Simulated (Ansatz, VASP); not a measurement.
## Ga in VASP and in Ansatz

The input INCAR:

```
SYSTEM = Ga
PREC = Accurate
ENCUT = 520
EDIFF = 1E-8
ISMEAR = -1
SIGMA = 0.03
LREAL = .FALSE.
LASPH = .TRUE.
NELM = 80
ALGO = Normal
ISIF = 2
LWAVE = .FALSE.
LCHARG = .FALSE.
GGA = PS
LEFG = .TRUE.
NBANDS = 12
```

KPOINTS

```
Automatic mesh
0
G
  16 16 16
  0 0 0
```

POSCAR

```
Ga
1.0
   -1.3753388966      1.3753388966      2.1834974363
    1.3753388966     -1.3753388966      2.1834974363
    1.3753388966      1.3753388966     -2.1834974363
Ga
1
Direct
    0.0000000000      0.0000000000      0.0000000000
```

Input for Ansatz:

```yaml
crystal:
  lattice:
    - [-1.3753388966, 1.3753388966, 2.1834974363]
    - [1.3753388966, -1.3753388966, 2.1834974363]
    - [1.3753388966, 1.3753388966, -2.1834974363]
  atoms:
    - { symbol: Ga, position: [0.0, 0.0, 0.0] }
kpoints:
  mp_grid: { grid: [16, 16, 16] }
scf:
  occupations: { method: fermi_dirac, width: 0.03 }
hamiltonian:
  xc: pbesol
  pseudopotentials: { kind: all_electron, datasets: crystal }
output:
  forces: true
  stress: true
  eigenvalues: true
  efg: { contact_densities: true }
```

Change from the starting cell: volume scaled by 0.94, crystal datasets.

Alike in both runs: task electric field gradients; functional PBEsol; k mesh 16 × 16 × 16; occupations fermi-dirac, width 0.03 eV; no spin polarisation.

|  | VASP | Ansatz |
| --- | --- | --- |
| version | VASP 6.6.1 | Ansatz 0.2.0 |
| potentials or method | VASP PAW PBE potentials, release 64 (Ga_d) | all-electron PAW with datasets made for the crystal, scalar-relativistic |
| plane-wave cutoff (eV) | 520 | see its input |

VASP gave:

* pressure (GPa): 5.2
* largest component of the traceless stress (GPa): 0.87
* Vzz of the field gradient on the site that differs most (V/Å²): 23.7

Problem. What did Ansatz give for the same quantities?

Solution. Pressure (GPa): 5.1; largest component of the traceless stress (GPa): 0.86; Vzz of the field gradient on the site that differs most (V/Å²): 25.0.

Ansatz ran all-electron here, so the differences hold the error of VASP's frozen core and of both bases.

Caveats: the PAW data sets were made with another functional, which shifts forces and pressure a little (VASP).
